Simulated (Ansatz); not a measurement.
# ZnO: LAPW beside PAW, part 2 of 2

The same cell of ZnO is computed with full-potential LAPW, PAW with frozen cores and all-electron PAW on datasets made for the crystal, to set the results side by side. The cell is first relaxed from a guess with PAW; it needn't be the stable phase of this composition.

Ansatz 0.2.0; DFT PBE; a cell built from a prototype (wurtzite type), not taken from measurement. «Crystal datasets» are all-electron PAW datasets made for this crystal.

**3. Full-potential LAPW**

File input.yaml:

```yaml
crystal:
  lattice:
    - [3.2792607755, 0.0, 0.0]
    - [-1.6396303878, 2.8399231372, 0.0]
    - [0.0, 0.0, 5.293867346]
  atoms:
    - { symbol: Zn, position: [0.3333333333, 0.6666666667, -0.0015194259] }
    - { symbol: Zn, position: [0.6666666667, 0.3333333333, 0.4984805741] }
    - { symbol: O, position: [0.3333333333, 0.6666666667, 0.3775194259] }
    - { symbol: O, position: [0.6666666667, 0.3333333333, 0.8775194259] }
kpoints:
  mp_grid: { grid: [12, 12, 7] }
  band_path:
    path:
      - [0.0, 0.0, 0.0]
      - [0.5, 0.0, 0.0]
      - [0.3333333333, 0.3333333333, 0.0]
      - [0.0, 0.0, 0.0]
      - [0.0, 0.0, 0.5]
      - [0.5, 0.0, 0.5]
      - [0.3333333333, 0.3333333333, 0.5]
      - [0.0, 0.0, 0.5]
      - [0.5, 0.0, 0.5]
    npoints: 14
scf:
  occupations: { method: fermi_dirac, width: 0.08 }
hamiltonian:
  xc: pbe
  pseudopotentials: { kind: all_electron, lapw: { basis_error: 0.001 } }
output:
  forces: true
  stress: true
  eigenvalues: true
  fatbands: true
  populations: true
  dos: { projected: true, de: 0.2, e_range: [-14, 8] }
```

The run is started by

```
$ ansatz run input.yaml --threads 1 --pin off --max-ram 3072MiB --backend cpu --events-out ev --progress --plain --runs-dir out
```

The log of the run:

```text
Zn: projections on atomic orbitals take those of the free atom 1s2 2s2 2p6 3s2 3p6 3d10 4s2, of charge +0.00 (hamiltonian.pseudopotentials.projection_atoms)
O: projections on atomic orbitals take those of the free atom 1s2 2s2 2p4, of charge +0.00 (hamiltonian.pseudopotentials.projection_atoms)
LAPW: plane waves up to 10.467 Å⁻¹, error target 1.0e-3 eV per atom; small_component_spin mean_spin; O in spheres of 0.898 Å, 8 of its electrons in bands, Dirac shells []; Zn in spheres of 1.100 Å, 20 of its electrons in bands, Dirac shells []
Engine: ansatz 0.2.0
Pseudopotentials: kind: all_electron
Pseudopotential: Zn, LAPW, valence charge 20, Koelling and Harmon's equation, gaussian nucleus
Pseudopotential: O, LAPW, valence charge 8, Koelling and Harmon's equation, gaussian nucleus
Functional definition: PBE
  parameter kappa = 0.804
  parameter beta = 0.06672455060314922
  exchange = pbe_x(kappa = kappa, mu = beta*pi^2/3)
  correlation = pbe_c(beta = beta)
Crystal: 4 atoms, lattice volume = 49.301 Å³
Basis set: ecut = 417.4388125030119 eV, 977 PW (Γ), exchange–correlation at level 2
Bands: 34, of which v1, the nominal top of the filled ones, is band 28 counted from 1 (27 counted from 0)
Symmetry: 12 space group operations
Space group: P63mc (ITA 186), of the structure as read, at distance tolerance 3.7e-5 Å
k-points: 76 of 1008 (time reversal used)
Non-local potential: Zn, projectors of the file, none
Non-local potential: O, projectors of the file, none
Initial density: superposition of atomic densities (chi_scale 0.1, normalization cell, long waves kept (reshape's long-wave potential 0.00 eV rms))
Initial wavefunctions: plane waves of lowest kinetic energy (no species holds an atomic orbital)
Functional: x = pbe(κ = 0.804, μ = 0.2195149727645171), c = pbe(β = 0.06672455060314922)
iter 1 solved again at ethr=1.31e-2 eV; its pass at ethr=1.00e-1 eV (dr2=7.31e0 eV) is discarded
SCF iter   1: F=—  HF=-101846.785587 eV  |F-HF|=—  |Δ(HF+E_count)|=         —  Δρ=1.09e-1  dr2=7.31e0  ethr=1.31e-2  ⟨swp⟩=2.0  Hψ=16235  notcnv=0
preconditioner: auto → Resta (q_TF=auto, 2.787 Å⁻¹)  ε∞=6.2  [insulator: Δε(μ)=1.632 eV  Ē_g=13.849 eV  σ=0.080 eV  W_gap=1.00  n_scr=22 (ndim 8)  ℏωp=31.7 eV  f_vac=0.046  D(μ)=0.00/eV (n_scr^D=0)  ε∞_Penn≈6.2]
iter 2 solved again at ethr=2.73e-4 eV; its pass at ethr=1.31e-2 eV (dr2=1.53e-1 eV) is discarded
SCF iter   2: F=—  HF=-101843.796823 eV  |F-HF|=—  |Δ(HF+E_count)|=    2.99e0  Δρ=2.21e-2  dr2=1.52e-1  ethr=2.73e-4  ⟨swp⟩=2.0  Hψ=13598  notcnv=0
SCF iter   3: F=—  HF=-101843.639742 eV  |F-HF|=—  |Δ(HF+E_count)|=   1.57e-1  Δρ=2.60e-2  dr2=4.74e-1  ethr=2.72e-4  ⟨swp⟩=3.0  Hψ=8179  notcnv=0
SCF iter   4: F=—  HF=-101843.686261 eV  |F-HF|=—  |Δ(HF+E_count)|=         —  Δρ=7.10e-3  dr2=3.07e-2  ethr=2.72e-4  ⟨swp⟩=3.0  Hψ=8162  notcnv=0
the basis was enlarged: its passes take 375.0 KiB over the memory plan, 1 of 1 planned eigensolver slots
SCF iter   5: F=—  HF=-101843.576735 eV  |F-HF|=—  |Δ(HF+E_count)|=   1.10e-1  Δρ=4.18e-3  dr2=5.78e-3  ethr=5.48e-5  ⟨swp⟩=3.0  Hψ=7917  notcnv=0
SCF iter   6: F=—  HF=-101843.570769 eV  |F-HF|=—  |Δ(HF+E_count)|=   5.97e-3  Δρ=7.53e-4  dr2=3.99e-4  ethr=1.03e-5  ⟨swp⟩=3.0  Hψ=7842  notcnv=0
SCF iter   7: F=—  HF=-101843.571239 eV  |F-HF|=—  |Δ(HF+E_count)|=   4.69e-4  Δρ=1.91e-4  dr2=2.41e-5  ethr=7.12e-7  ⟨swp⟩=3.0  Hψ=7983  notcnv=0
SCF iter   8: F=—  HF=-101843.571273 eV  |F-HF|=—  |Δ(HF+E_count)|=   3.40e-5  Δρ=5.96e-5  dr2=2.33e-6  ethr=4.31e-8  ⟨swp⟩=3.0  Hψ=8307  notcnv=0
SCF iter   9: F=-101843.571273 eV  HF=-101843.571273 eV  |F-HF|=4.73e-8  |Δ(HF+E_count)|=   5.51e-8  Δρ=1.26e-5  dr2=9.16e-8  ethr=4.17e-9  ⟨swp⟩=3.0  Hψ=7788  notcnv=0
SCF 1 converged in 9 iterations: F = -101843.571273 eV  dr2 = 9.16e-8
NSCF: frozen V_eff on 113 k-points
SCF converged after 9 iterations
Free energy (F): -101843.571273 eV
Harris-Foulkes:  -101843.571273 eV  (|F-HF|=4.73e-8)
Internal energy: -101843.571185 eV  (E = F + TS)
E sigma→0 (E₀):  -101843.571229 eV
Entropy (-TS):   -0.000088 eV (-0.022 meV/atom)
Fermi energy:    8.994439 eV
--- Per-component energies (eV) ---
  E_band       = -3159.269521
  E_kinetic    = 103634.799876
  E_xc         = -4367.615542
  E_electrostatic = -201110.755518  (all electrons and nuclei)
  E_smearing   = -0.000088  (= −TS)
  E_closure    = 0.000000  (closes the sum)
  E_atoms      = -101825.636818  (free atoms, spherical and without spin; not in F)
  Σ components = -101843.571273   (vs F -101843.571273, Δ=0.00e0)
  Basis errors (estimates in eV, not in F): energy 4.4e-4 per atom: plane waves 4.0e-4 (2.4e-4 summed), levels above the bands 1.5e-61, relativity 9.3e-8, radial functions 4.4e-5, core shells 1.1e-9; eigenvalues (radial functions only) 3.6e-6; not estimated: angular momenta, meshes, grids; target (lapw.basis_error) 1.0e-3; muffin-tin radii O 0.898 Å, Zn 1.100 Å
--- Forces (eV/Å), atoms counted from 1 ---
  atom   1  Zn     0.00000000     0.00000000     0.00002575
  atom   2  Zn    -0.00000000    -0.00000000     0.00002575
  atom   3  O      0.00000000     0.00000000    -0.00004075
  atom   4  O     -0.00000000    -0.00000000    -0.00004075
  max |Σ_I F_I| component: 3.00e-5 eV/Å
--- Stress (GPa, compression-positive) ---
       -0.070959      -0.000000       0.000000
       -0.000000      -0.070959       0.000000
        0.000000       0.000000      -0.084445
  P = ⅓ Tr σ = -0.0755 GPa (-0.755 kbar)
--- Band table (eV; the first three rows and the last of 76) ---
  k-point 0: bands = ["-496.3409", "-496.3409", "-114.9040", "-114.9039", "-69.0972", "-69.0947", "-69.0909", "-69.0909", "-69.0904", "-69.0904", "-9.3030", "-8.6354", "2.9360", "2.9360", "2.9746", "3.1171", "3.1171", "3.1302", "4.0019", "4.0019", "4.1938", "4.1938", "4.4642", "7.7384", "7.7384", "8.4091", "8.4873", "8.4873", "9.2451", "13.6140", "16.5742", "21.2500", "21.2500", "22.2560"]
  k-point 1: bands = ["-496.3409", "-496.3409", "-114.9040", "-114.9039", "-69.0971", "-69.0948", "-69.0909", "-69.0909", "-69.0905", "-69.0905", "-9.2716", "-8.6702", "2.9408", "2.9408", "2.9424", "3.0223", "3.1034", "3.1034", "4.0149", "4.0149", "4.1883", "4.1883", "4.7073", "7.7763", "7.7763", "7.9564", "8.4511", "8.4511", "9.7592", "13.4403", "16.7307", "21.2533", "21.2533", "21.5680"]
  k-point 2: bands = ["-496.3409", "-496.3409", "-114.9040", "-114.9039", "-69.0968", "-69.0952", "-69.0908", "-69.0908", "-69.0905", "-69.0905", "-9.1826", "-8.7665", "2.8583", "2.8652", "2.9565", "2.9565", "3.0682", "3.0682", "4.0495", "4.0495", "4.1702", "4.1702", "5.2558", "7.2847", "7.8820", "7.8820", "8.3492", "8.3492", "10.5874", "12.9637", "17.1885", "20.2560", "21.2921", "21.2921"]
  k-point 75: bands = ["-496.3409", "-496.3409", "-114.9039", "-114.9039", "-69.0959", "-69.0959", "-69.0919", "-69.0919", "-69.0919", "-69.0918", "-8.5046", "-8.5046", "2.9811", "2.9811", "3.0927", "3.2351", "3.6687", "3.6687", "3.9996", "4.0224", "4.4765", "4.4765", "4.8551", "4.8551", "5.7020", "6.1162", "7.2750", "7.2750", "16.2666", "16.2666", "16.4096", "16.4927", "17.2704", "17.2704"]
--- Löwdin populations: 4 sites ---
  site symbol       q [e]
     0     Zn     28.5903
     1     Zn     28.5903
     2      O      9.2241
     3      O      9.2241
  spilling = 0.004884 (of n_electrons = 76.000000)
```

It took 79 s on 1 thread of Intel Xeon 6975P-C (Granite Rapids), shared host; peak memory 0.62 GiB.

This run gives: pressure -0.08 GPa; gap 0.76 eV, direct at Γ.

Levels at the path's labelled points, in eV from the valence-band top:

| point | band 25 | band 26 | band 27 | band 28 | band 29 | band 30 | band 31 |
| --- | --- | --- | --- | --- | --- | --- | --- |
| Γ | -0.75 | -0.08 | 0.00 | 0.00 | 0.76 | 5.13 | 8.09 |
| M | -2.72 | -2.13 | -1.23 | -0.79 | 5.65 | 6.84 | 7.55 |
| K | -3.47 | -1.84 | -1.84 | -1.64 | 7.51 | 7.51 | 7.68 |
| Γ | -0.75 | -0.08 | 0.00 | 0.00 | 0.76 | 5.13 | 8.09 |
| A | -0.37 | -0.37 | -0.37 | -0.37 | 3.39 | 3.39 | 9.94 |
| L | -1.42 | -1.42 | -1.31 | -1.31 | 5.67 | 5.67 | 8.25 |
| H | -2.58 | -2.58 | -1.18 | -1.18 | 7.81 | 7.81 | 7.97 |
| A | -0.37 | -0.37 | -0.37 | -0.37 | 3.39 | 3.39 | 9.94 |
| L | -1.42 | -1.42 | -1.31 | -1.31 | 5.67 | 5.67 | 8.25 |

States per cell, counted by energy window (eV from the valence-band top, on a grid of 0.20 eV):

| from | to | total | Zn 3d | O 2p | Zn 4s |
| --- | --- | --- | --- | --- | --- |
| -6 | -5 | 10.11 | 6.72 | 2.95 | 0.38 |
| -5 | -4 | 9.91 | 9.23 | 0.53 | 0.09 |
| -4 | -3 | 2.87 | 1.54 | 0.99 | 0.25 |
| -3 | -2 | 2.46 | 0.82 | 1.39 | 0.11 |
| -2 | -1 | 4.19 | 1.00 | 2.97 | 0.06 |
| -1 | 0 | 2.47 | 0.55 | 1.86 | 0.01 |
| 0 | 1 | 0.00 | 0.00 | 0.00 | 0.00 |
| 1 | 2 | 0.05 | 0.00 | 0.01 | 0.03 |
| 2 | 3 | 0.16 | 0.00 | 0.04 | 0.09 |
| 3 | 4 | 0.33 | 0.00 | 0.08 | 0.19 |
| 4 | 5 | 0.60 | 0.00 | 0.12 | 0.35 |

**4. PAW with frozen cores**

input.yaml, as its differences from that of step 3:

```diff
@@ -28,3 +28,3 @@
   xc: pbe
-  pseudopotentials: { kind: all_electron, lapw: { basis_error: 0.001 } }
+  pseudopotentials: { kind: paw }
 output:
@@ -33,4 +33,9 @@
   eigenvalues: true
-  fatbands: true
+  efg: { contact_densities: true }
   populations: true
+  bader: true
   dos: { projected: true, de: 0.2, e_range: [-14, 8] }
+  write_density: true
+  write_potential: true
+  elf: true
+  volumetric_format: npy
```

The run is started by

```
$ ansatz run input.yaml --threads 1 --pin off --max-ram 3072MiB --backend cpu --events-out ev --progress --plain --runs-dir out
```

The log of the run, cut to the lines that bear on the results:

```text
[...]
[... 4 set-up lines as earlier in the session ...]
[...]
Crystal: 4 atoms, lattice volume = 49.301 Å³
Basis set: ecut = 420 eV, 989 PW (Γ), exchange–correlation on 48×48×72 points (8 copies of the dense FFT grid, shifted against one another)
Bands: 22, of which v1, the nominal top of the filled ones, is band 18 counted from 1 (17 counted from 0)
[... 2 set-up lines as earlier in the session ...]
k-points: 76 of 1008 (time reversal used)
[...]
SCF iter   1: F=—  HF=-7773.691618 eV  |F-HF|=—  |Δ(HF+E_count)|=         —  Δρ=6.19e-4  dr2=6.61e-5  ethr=1.77e-3  ⟨swp⟩=5.8  Hψ=7289  notcnv=0
[...]
            electrostatic potential = -623.326953 V   contact ρ = 2157.157598 e/Å³
  atom   4  O  V_zz =    -0.096081   η = 0.0000   by run symmetry: allowed
            electrostatic potential = -623.326953 V   contact ρ = 2157.157598 e/Å³
--- Band table (eV; the first three rows and the last of 76) ---
  k-point 0: bands = ["-11.0937", "-10.4248", "1.1636", "1.1636", "1.2023", "1.3415", "1.3454", "1.3454", "2.2377", "2.2377", "2.4296", "2.4296", "2.6963", "5.9587", "5.9587", "6.6297", "6.7090", "6.7090", "7.4528", "11.8240", "14.7844", "19.4666"]
[...]
--- Löwdin populations: 4 sites ---
  site symbol       q [e]
     0     Zn     10.5829
     1     Zn     10.5829
     2      O      7.2449
     3      O      7.2449
  spilling = 0.009571 (of n_electrons = 36.000000)
--- Bader charges: 4 sites ---
  site symbol  charge [e]  shift [e]
     0     Zn      1.2139     0.0107
     1     Zn      1.2139     0.0107
     2      O     -1.2139     0.0107
     3      O     -1.2139     0.0107
  estimated error of the sums over rays = 3.1e-4 e
```

Wall time 35 s (1 thread of Intel Xeon 6975P-C (Granite Rapids), shared host); peak memory 0.47 GiB.

In short: pressure 0.02 GPa; gap 0.74 eV, direct at Γ; Vzz Zn1 0.41 (η = 0.00), O3 -0.10 (η = 0.00) (10²¹ V/m²).

```
atom  Bader charge (e)  basin volume (Å³)
 Zn1             +1.21              11.28
  O3             -1.21              13.37
```

Density in a lattice plane of the grid's cell (edges 3.28 and 5.29 Å, at 0.333 of the third edge), which holds Zn and O.

Ten even steps from ' ' (0.04 e/Å³) to '@' (35.09 e/Å³):
```
                  ....      
                ........    
                ........    
                  ....      
                            
                            
                            
                            
                ::++==..    
                ==@@%%::    
                ::++==..    
                  ..        
                            
                            
                            
                            
                            
                            
                            
                            
```
Columns run along the first of these edges and rows up along the second, over one cell in 14 and 20 even steps from the bottom left corner. Atoms in the plane (fractional): Zn at (0.67, 0.50), O at (0.67, 0.88).

ELF in the same plane.

Ten even steps from ' ' (0.00) to '@' (0.80):
```
::........--##@@@@%%@@@@@@**
--........==%%@@%%++++@@@@##
--......::++%%@@%%++**@@@@%%
--..    ..==%%@@@@@@@@@@@@##
::      ..--++%%@@@@@@@@##==
..        ..::--======----::
..        ..................
................      ......
....::::........        ....
..::==--::....          ....
::==**++==::..          ....
--++##**++::....      ......
--******++--....::::::......
--++++++==--..............::
::--------::..    ....  ....
............                
..........                  
..............::::----::....
....::::....::++**####**==::
....::::..::++%%@@@@@@@@##--
```
Columns run along the first of these edges and rows up along the second, over one cell in 14 and 20 even steps from the bottom left corner. Atoms in the plane (fractional): Zn at (0.67, 0.50), O at (0.67, 0.88).

Both are smooth fields of the valence electrons: close to the nuclei they are not physical.

The highest ELF values outside the cores: 0.84 in the shell around O, 0.6 Å from O.

**5. All-electron PAW on datasets made for the crystal**

input.yaml, as its differences from that of step 4:

```diff
@@ -23,3 +23,3 @@
       - [0.5, 0.0, 0.5]
-    npoints: 14
+    npoints: 8
 scf:
@@ -28,3 +28,3 @@
   xc: pbe
-  pseudopotentials: { kind: paw }
+  pseudopotentials: { kind: all_electron, datasets: crystal }
 output:
@@ -34,8 +34 @@
   efg: { contact_densities: true }
-  populations: true
-  bader: true
-  dos: { projected: true, de: 0.2, e_range: [-14, 8] }
-  write_density: true
-  write_potential: true
-  elf: true
-  volumetric_format: npy
```

The run is started by

```
$ ansatz run input.yaml --threads 1 --pin off --max-ram 3072MiB --backend cpu --events-out ev --progress --plain --runs-dir out
```

The log of the run, cut to the lines that bear on the results:

```text
[...]
[... 1 set-up line as earlier in the session ...]
Pseudopotential: Zn, paw, valence charge 20, recommended cutoff 440 eV (normal), Koelling and Harmon's equation, gaussian nucleus
Pseudopotential: O, paw, valence charge 6, recommended cutoff 440 eV (normal), Koelling and Harmon's equation, gaussian nucleus
[... 1 set-up line as earlier in the session ...]
[...]
Crystal: 4 atoms, lattice volume = 49.301 Å³
Basis set: ecut = 440 eV, 1063 PW (Γ), exchange–correlation on 48×48×80 points (8 copies of the dense FFT grid, shifted against one another)
Bands: 22, of which v1, the nominal top of the filled ones, is band 18 counted from 1 (17 counted from 0)
[... 2 set-up lines as earlier in the session ...]
k-points: 76 of 1008 (time reversal used)
[...]
--- PAW observables at the nuclei: V_zz in 10²¹ V/m², potentials from the cell's mean, atoms counted from 1 ---
  atom   1  Zn V_zz =    +0.412217   η = 0.0000   by run symmetry: allowed
            electrostatic potential = -3944.140751 V   contact ρ = 166662.281883 e/Å³
  atom   2  Zn V_zz =    +0.412217   η = 0.0000   by run symmetry: allowed
            electrostatic potential = -3944.140751 V   contact ρ = 166662.281883 e/Å³
  atom   3  O  V_zz =    -0.094759   η = 0.0000   by run symmetry: allowed
            electrostatic potential = -623.385694 V   contact ρ = 2157.669788 e/Å³
  atom   4  O  V_zz =    -0.094759   η = 0.0000   by run symmetry: allowed
            electrostatic potential = -623.385694 V   contact ρ = 2157.669788 e/Å³
--- Band table (eV; the first three rows and the last of 76) ---
  k-point 0: bands = ["-9.3028", "-8.6352", "2.9359", "2.9359", "2.9746", "3.1170", "3.1170", "3.1303", "4.0018", "4.0018", "4.1937", "4.1937", "4.4641", "7.7385", "7.7385", "8.4093", "8.4874", "8.4874", "9.2452", "13.6140"]
[...]
```

It took 40 s on 1 thread of Intel Xeon 6975P-C (Granite Rapids), shared host; peak memory 0.97 GiB.

This run gives: pressure -0.08 GPa; gap 0.76 eV, direct at Γ; Vzz Zn1 0.41 (η = 0.00), O3 -0.09 (η = 0.00) (10²¹ V/m²).

```
atom  contact density (e/Å³)
 Zn1                166662.3
  O3                 2157.67
```

**6. Side by side**

Highest filled and lowest empty level at the labelled points (eV from each run's valence-band top):

```
point  LAPW top  LAPW bottom  PAW top  PAW bottom  crystal datasets top  crystal datasets bottom
    Γ      0.00         0.76     0.00        0.74                  0.00                     0.76
    M     -0.79         5.65    -0.79        5.64                 -0.79                     5.65
    K     -1.64         7.51    -1.65        7.50                 -1.64                     7.51
    Γ      0.00         0.76     0.00        0.74                  0.00                     0.76
    A     -0.37         3.39    -0.37        3.37                 -0.37                     3.39
    L     -1.31         5.67    -1.31        5.66                 -1.31                     5.67
    H     -1.18         7.81    -1.18        7.80                 -1.18                     7.81
    A     -0.37         3.39    -0.37        3.37                 -0.37                     3.39
    L     -1.31         5.67    -1.31        5.66                 -1.31                     5.67
```

| method | pressure (GPa) | gap (eV) | Vzz Zn1 (10²¹ V/m²) | Vzz O3 (10²¹ V/m²) | SCF cycles, all passes |
| --- | --- | --- | --- | --- | --- |
| LAPW | -0.08 | 0.76 | – | – | 9 |
| PAW | 0.02 | 0.74 | 0.41 | -0.10 | 6 |
| crystal datasets | -0.08 | 0.76 | 0.41 | -0.09 | 10 |

**7. Results**

What follows sums up all 2 parts.

| quantity | value |
| --- | --- |
| pressure | LAPW -0.08, PAW 0.02, crystal datasets -0.08 GPa |
| gap (LAPW) | 0.76 eV, direct at Γ |
| Bader charges (PAW) | Zn1 +1.21, O3 -1.21 e |
| highest ELF (PAW) | 0.84, 0.64 Å from O |

**Reading.** The pressure is within half a GPa of zero, so the volume is close to equilibrium at this level. The gap is 0.76 eV, direct at Γ. It is the Kohn-Sham gap of a semilocal functional, which mostly lies below the gap found in experiment. A measured gap of ZnO is 3.22 eV (direct; ceramic; “ZnCr2O4 Inclusions in ZnO Matrix Investigated by Probe-Corrected STEM-EELS”, 2019, pmc:6471317); the calculated 0.76 eV misses it by -76.5 %. So large a miss can be the level of theory's own, or it may mean another phase, state or a wrong row. 4 values of this kind are on record (3.22 to 3.378 eV); this one was drawn at random among those near their median, those with a stated uncertainty first. Semilocal functionals fall short of gaps. The calculation has no temperature and no excitons. The top eV of the valence band is mostly O 2p (76 % of the projected weight). The projection holds only the free atom's occupied shells (Zn 4s, Zn 3d, O 2s, O 2p in this range). The field gradient at Zn1, the largest by crystal datasets, is 0.41 by PAW and 0.41 by crystal datasets (10²¹ V/m²), within 5 %. PAW lies +0.09 GPa from LAPW in pressure and -0.01 eV in the gap. The price, with the outputs that each input asks for: 79 s for LAPW against 35 s for PAW, about 2.3 to one. Against the measured lattice constant a of ZnO, 3.24945 Å (298 K; powder; “Local structures of polar wurtzites Zn1-xMgxO studied by Raman and 67Zn/25Mg NMR spectroscopies and by total neutron scattering”, 2008, arxiv:0808.0492), the calculated 3.279 Å is off by +0.9 %. 2 values of this kind are on record in papers (3.24945 to 3.2513 Å); this one was drawn at random among those near their median, those with a stated uncertainty first. That is the cell relaxed with DFT. Measured lattice constant c of ZnO: 5.2101 Å (300 K; powder; “Local structure evolution in polycrystalline Zn1-xMgxO (0x0.15) studied by Raman and by synchrotron x-ray pair distribution analysis”, 2007, arxiv:0706.0289). This calculation gives 5.294 Å (+1.6 %). 2 values of this kind are on record in papers (5.20574 to 5.2101 Å); this one was drawn at random among those near their median, those with a stated uncertainty first. The calculation is for a static lattice.
